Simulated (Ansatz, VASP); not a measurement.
# NaB: VASP beside Ansatz, part 2 of 2

Wanted: the spread between two codes on one cell, functional and k mesh. The cell is taken from a series of runs on this material, whose earlier steps may have relaxed, scaled, displaced or heated it; both programs get it as it stands.

VASP 6.6.1 and Ansatz 0.2.0.

So far: The structure; VASP: zone-centre phonons, PBEsol.

## (3) Ansatz: zone-centre phonons, PBEsol

Level of this step: Ansatz beside VASP: Kohn-Sham DFT, plane waves, PBEsol (Ansatz).

Ansatz runs on its PAW soft_1 files.

The same cell, functional, mesh and smearing now go to Ansatz, which takes its cutoff from its data sets.

Input file input.yaml:

```yaml
crystal:
  lattice:
    - [2.734755681, 0.0, 0.0]
    - [0.0, 2.734755681, 0.0]
    - [0.0, 0.0, 7.9436600925]
  atoms:
    - { symbol: Na, position: [0.0, 0.5, 0.3055396899] }
    - { symbol: Na, position: [0.5, 0.0, 0.6944603101] }
    - { symbol: B, position: [0.0, 0.5, 0.9880245964] }
    - { symbol: B, position: [0.5, 0.0, 0.0119754036] }
kpoints:
  mp_grid: { grid: [16, 16, 6] }
hamiltonian:
  xc: pbesol
  pseudopotentials: { kind: paw, azcp: { folder: soft_1 }, xc_functional: pbe }
scf:
  occupations: { method: methfessel_paxton, width: 0.2 }
output:
  eigenvalues: true
phonons:
  method: dfpt
```

Run with:

```bash
> ansatz run input.yaml --threads 4 --pin off --max-ram 10240MiB --backend cpu --events-out ev --progress --plain --runs-dir out
```

Numbers of over 12 decimals in the logs are rounded to 6 here.

What it wrote:

```text
zone centre: on kpoints.mp_grid the ground state, and the responses unless they are solved on pairs of k-points, stand on 324 of the mesh's 1536 k-points, reduced under 4 symmetry operations, with k and −k counted as one. Each operation leaves every solved displacement unchanged or reverses it
Engine: ansatz 0.2.0, aarch64-unknown-linux-gnu
Pseudopotentials: kind: paw
Pseudopotential: Na, paw, valence charge 9, recommended cutoff 420 eV (normal), soft_1/Na.paw.azcp
Pseudopotential: B, paw, valence charge 3, recommended cutoff 420 eV (normal), soft_1/B.paw.azcp
Functional definition: PBEsol
  exchange = pbesol_x
  correlation = pbesol_c
Crystal: 4 atoms, lattice volume = 59.410 Å³
Basis set: ecut = 420 eV, 1175 PW (Γ), exchange–correlation on 40×40×108 points (8 copies of the dense FFT grid, shifted against one another)
Bands: 16, of which v1, the nominal top of the filled ones, is band 12 counted from 1 (11 counted from 0)
Symmetry: 16 space group operations
k-points: 324 of 1536 (irreducible under 4 space group operations, time reversal used)
Non-local potential: Na, projectors of the file, l = 0: 3, l = 1: 2, l = 2: 1
Non-local potential: B, projectors of the file, l = 0: 2, l = 1: 2, l = 2: 1
PAW form: soft (Blöchl's): semilocal exchange-correlation on the pseudo side does not see the compensation charge
PAW frozen core: Na, regenerated for the run's functional, and the local potential with it (the file was generated under x = pbe(κ = 0.804, μ = 0.219515), c = pbe(β = 0.066725))
PAW frozen core: B, regenerated for the run's functional, and the local potential with it (the file was generated under x = pbe(κ = 0.804, μ = 0.219515), c = pbe(β = 0.066725))
PAW one-centre angular grid: Na, 110 points (default); XC on 64 Gauss nodes
PAW one-centre angular grid: B, 110 points (default); XC on 64 Gauss nodes
Initial density: superposition of atomic densities (chi_scale 0.1, normalization cell, long waves kept (reshape's long-wave potential 0.90 eV rms))
Initial wavefunctions: pseudopotential atomic-orbital guess
Functional: x = pbesol(κ = 0.804, μ = 0.123457), c = pbesol(β = 0.046)
SCF iter   1: F=—  HF=-3253.973348 eV  |F-HF|=—  |Δ(HF+E_count)|=         —  Δρ=3.30e-2  dr2=5.04e0  ethr=3.10e-3  ⟨swp⟩=5.0  Hψ=22997  notcnv=0
preconditioner: auto → none  [metal: Δε(μ)=0.011 eV  Ē_g=7.030 eV  σ=0.200 eV  W_gap=0.05  n_scr=8 (ndim 8)  ℏωp=13.6 eV  f_vac=0.000  D(μ)=1.38/eV (n_scr^D=4)  sad-step TF]
SCF iter   2: F=—  HF=-3253.790462 eV  |F-HF|=—  |Δ(HF+E_count)|=   1.83e-1  S|Δr|=    0.00e0  Δρ=2.44e-2  dr2=3.56e0  ethr=3.10e-3  ⟨swp⟩=1.0  Hψ=7783  notcnv=0
SCF iter   3: F=—  HF=-3253.442184 eV  |F-HF|=—  |Δ(HF+E_count)|=   3.48e-1  S|Δr|=    0.00e0  Δρ=1.10e-2  dr2=3.96e-1  ethr=3.10e-3  ⟨swp⟩=3.0  Hψ=8798  notcnv=0
SCF iter   4: F=—  HF=-3253.393071 eV  |F-HF|=—  |Δ(HF+E_count)|=   4.91e-2  S|Δr|=    0.00e0  Δρ=2.25e-3  dr2=1.04e-2  ethr=1.65e-3  ⟨swp⟩=1.1  Hψ=7341  notcnv=0
SCF iter   5: F=—  HF=-3253.392480 eV  |F-HF|=—  |Δ(HF+E_count)|=   5.92e-4  S|Δr|=    0.00e0  Δρ=5.41e-4  dr2=1.01e-3  ethr=4.33e-5  ⟨swp⟩=1.0  Hψ=5267  notcnv=0
SCF iter   6: F=—  HF=-3253.392366 eV  |F-HF|=—  |Δ(HF+E_count)|=   1.13e-4  S|Δr|=    0.00e0  Δρ=7.79e-5  dr2=2.03e-5  ethr=4.21e-6  ⟨swp⟩=1.2  Hψ=5239  notcnv=0
SCF iter   7: F=—  HF=-3253.392365 eV  |F-HF|=—  |Δ(HF+E_count)|=   1.83e-6  S|Δr|=    0.00e0  Δρ=1.61e-5  dr2=2.81e-7  ethr=8.48e-8  ⟨swp⟩=1.6  Hψ=5476  notcnv=0
SCF iter   8: F=—  HF=-3253.392365 eV  |F-HF|=—  |Δ(HF+E_count)|=   4.32e-7  S|Δr|=    0.00e0  Δρ=2.66e-6  dr2=7.75e-9  ethr=1.17e-9  ⟨swp⟩=2.8  Hψ=9227  notcnv=0
SCF iter   9: F=—  HF=-3253.392365 eV  |F-HF|=—  |Δ(HF+E_count)|=  3.39e-10  S|Δr|=    0.00e0  Δρ=2.04e-7  dr2=3.42e-11  ethr=3.23e-11  ⟨swp⟩=1.6  Hψ=6336  notcnv=0
SCF iter  10: F=-3253.392365 eV  HF=-3253.392365 eV  |F-HF|=9.09e-13  |Δ(HF+E_count)|=  9.09e-12  S|Δr|=    0.00e0  Δρ=4.74e-8  dr2=1.03e-12  ethr=1.00e-12  ⟨swp⟩=6.4  Hψ=23812  notcnv=0
SCF 1 converged in 10 iterations: F = -3253.392365 eV  dr2 = 1.03e-12
  greatest PAW one-centre occupation: 0.999 electrons in one spin orbital (limit 2), on the Na atom at site 1 (counted from 0), in its partial waves of l = 0
DFPT response loops at Γ: preconditioner auto → Kerker (q_TF=auto, 2.346 Å⁻¹) (partly filled bands, converged f_vac=0.000); β = 1.00, the filter's whole step (`scf.mixing.beta` (0.50) is not read by the response loops under this deck's `scf.mixing.preconditioner`; to damp them name `kerker` or `kerker_dos`, under which they read `scf.mixing.beta`, and type it under 1.00, their step now; both keys bind the ground state too); Broyden in place of MSR1
SCF converged after 10 iterations
Stability not checked: this state was not tested for a lower state beside it, because cold or Methfessel-Paxton smearing, or corrected tetrahedra, fill the levels in a way that the test cannot read (fill_not_monotonic; see scf.lower_state_search)
Free energy (F): -3253.392365 eV
Harris-Foulkes:  -3253.392365 eV  (|F-HF|=9.09e-13)
Internal energy: -3253.396068 eV  (E = F + TS)
E sigma→0 (E₀):  -3253.393291 eV
Entropy (-TS):   0.003703 eV (0.926 meV/atom)
Fermi energy:    5.629152 eV
--- Per-component energies (eV) ---
  E_band       = -411.114570
  E_kinetic    = 313.986068
  E_local      = -2918.242990  (includes V_loc(G=0)·N_el)
  E_nonlocal   = 577.543919
  E_hartree    = 991.463617
  E_xc         = -134.656647
  E_vxc        = -166.902565  (∫ρ·V_xc dr)
  E_paw        = -716.833864  (= ΣΔE_a)
  E_vpaw       = -200.426273  (= ΣTr[D̂ρ^β])
  E_aug_tail   = 0.000032  (compensation charges beyond the density's cutoff)
  E_ewald      = -1366.795013
  E_core_change = 0.138809  (= ΣΔE_core)
  E_smearing   = 0.003703  (= −TS)
  E_closure    = 0.000000  (closes the sum)
  Σ components = -3253.392365   (vs F -3253.392365, Δ=0.00e0)
--- Band table (eV; the first three rows and the last of 324) ---
  k-point 0: bands = [... 8 lower, -6.4574, 0.3676, 2.2256, 5.8237, 5.8237, 7.0781, 8.4273, 13.2816]
  k-point 1: bands = [... 8 lower, -6.4564, 0.2981, 2.4140, 5.8237, 5.8237, 6.4169, 9.2081, 13.2606]
  k-point 2: bands = [... 8 lower, -6.4545, 0.1803, 2.8349, 5.5514, 5.8237, 5.8237, 10.4414, 13.1019]
  k-point 323: bands = [... 8 lower, 0.1130, 0.1130, 2.8205, 2.8205, 7.4950, 7.4950, 11.0045, 11.0045]
--- Phonons (Γ-DFPT): 4 representative perturbations + reference, on 324 of 1536 k-points (Σ response iterations 12) ---
  k mesh reduced under 4 symmetry operations, with k and −k counted as one. Each operation leaves every solved displacement unchanged or reverses it
  ASR residual: 1.234e-5 → 0.000e0 eV/Å²; symmetrization residual: 2.879e-6 eV/Å²
  ASR residual per site (eV/Å²): 1.23e-5 1.23e-5 8.67e-6 8.67e-6
  Γ frequencies (cm⁻¹): -188.58 -188.58 -9.30 -9.30 0.00 0.00 0.00 53.79 53.79 202.22 304.21 484.54
  non-analytic LO–TO correction: not included (Born effective charges unavailable; polar crystals: no LO–TO splitting at Γ)
```

The column dr2 measures how far the density is from self-consistency, as an energy; F and HF (Harris–Foulkes) agree once it is small.

## (4) Side by side

Known differences besides the potentials themselves: the data sets hold 24 valence electrons in Ansatz (on its PAW soft_1 files) and 20 in VASP; the cutoff is 420 eV in Ansatz and 500 eV in VASP; Ansatz makes its cores anew for this functional, VASP keeps those of its PBE data sets. Total energies have different zeros and are not compared.

The two programs side by side:

```tsv
quantity	Ansatz	VASP	difference
optical mode 1 to 2 (imaginary, printed as negative) (cm⁻¹)	-188.6	-177.0	-11.6
optical mode 3 to 4 (imaginary, printed as negative) (cm⁻¹)	-9.3	-7.7	-1.6
optical mode 5 to 6 (cm⁻¹)	53.8	56.6	-4.90 %
optical mode 7 (cm⁻¹)	202.2	203.1	-0.42 %
optical mode 8 (cm⁻¹)	304.2	305.5	-0.43 %
optical mode 9 (cm⁻¹)	484.5	484.9	-0.07 %
```

Modes are paired by rising frequency, not by their patterns, so a pair may set unlike modes beside each other; they are those without the splitting of longitudinal modes.

## (5) Outcome

| Item | Value |
| --- | --- |
| r.m.s. difference of the optical zone-centre modes, each program's sorted by frequency (zone-centre phonons, PBEsol) | 5.7 cm⁻¹ |
| difference in optical mode 5 to 6 (zone-centre phonons, PBEsol) | -4.9 % |

**Reading.** The r.m.s. difference of the optical zone-centre modes, each program's sorted by frequency is 5.7 cm⁻¹ (zone-centre phonons, PBEsol). The data sets hold unlike numbers of valence electrons (24 in Ansatz and 20 in VASP), so part of the differences may come from the potentials. Among the rows given in per cent, the largest difference of the zone-centre phonons, PBEsol pair is in optical mode 5 to 6, -4.9 %. What causes the difference of the zone-centre phonons, PBEsol pair stays open here. How closely two codes agree says nothing of how well the functional describes the real material.

[Lines on the potential files, build, host, timing and source positions are cut from VASP's logs without a mark.]

[Logs are printed without paths, hosts, clocks, repeated set-up lines and the standing remarks that a program may print on its own settings, such as how far it seeks lower states.]

[Hosts, paths, dates, database ids (printed as entryN), source tags and the programs' standing remarks are cut or masked in the printed files.]
